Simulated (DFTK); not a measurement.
Rh: single point with WC

Crystal: Rh.

```
Rh
1.0
     0.00000    1.89785    1.89785
     1.89785    0.00000    1.89785
     1.89785    1.89785    0.00000
Rh
1
Direct
  0.00000 0.00000 0.00000
```

```json
{
 "Program": "DFTK 0.8.2",
 "Task": "single point",
 "Functional": "WC",
 "Potentials or basis": "SG15 1.2 (PBE)",
 "Cutoff": "1225 eV",
 "k mesh": "12 × 12 × 12",
 "Occupations": "fermi-dirac, width 0.05 eV",
 "Spin": "no spin polarisation",
 "Valence electrons": "Rh 17",
 "SCF tolerance on the density": "1e-06"
}
```

| Property | Result |
| --- | --- |
| Pressure | -2.1 GPa |
| Band gap on the k mesh | none (metal or under the smearing width) |

Levels at points of the mesh, in eV from the Fermi level:
| k point | band 6 | band 7 | band 8 | band 9 | band 10 | band 11 |
| --- | --- | --- | --- | --- | --- | --- |
| (0.00, 0.00, 0.00) | -3.15 | -3.15 | -3.15 | -1.02 | -1.02 | 16.31 |
| (-0.50, 0.00, 0.00) | -3.22 | -3.22 | 0.56 | 0.56 | 0.65 | 8.61 |
| (-0.50, -0.50, 0.00) | -6.06 | 0.54 | 0.98 | 0.98 | 3.20 | 12.26 |

Run time: 93 s on 1 thread of Intel(R) Xeon(R) 6975P-C (Granite Rapids), with other jobs on the host, peak memory 1.6 GiB.

Caveat: the potentials were made for another functional, which shifts forces and pressure.
